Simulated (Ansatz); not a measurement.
**SnO (P4/nmm) under several functionals**

Plane-wave DFT in Ansatz with scalar-relativistic PAW potentials. The same structure was relaxed (cell and atoms, symmetry kept) in separate runs at each level. No spin polarisation.

```csv
level,cutoff (eV),k mesh,V (Å³/atom),a (Å),c (Å),gap (eV)
LDA,420,10×10×4,16.522,3.767,4.656,0.00
r2SCAN,500,10×10×4,17.907,3.808,4.941,0.37
PBE,420,10×10×4,19.020,3.868,5.085,0.52
```

Q: Where does PBE+D3(BJ) (420 eV, k mesh 10×10×4) fall?

A: V (Å³/atom) 17.532, a (Å) 3.837, c (Å) 4.764, gap (eV) 0.00. Its volume is between those of LDA and r2SCAN. The usual order of volumes, LDA < PBE, holds here (16.522, 19.020 Å³/atom). As a rule LDA overbinds; PBE's gradient term for exchange weakens bonds. Adding D3 to PBE changes the volume by -7.8 %; the term is attractive, so it pulls cells in. In ionic crystals its C6 for cations, set by coordination number and not by charge, is often too large, so it can pull in too far. r2SCAN lies 5.8 % under PBE in volume. Each gap belongs to its own cell, so it mixes the functional's effect with that of the volume; gaps are the least found on the k mesh or on a band path.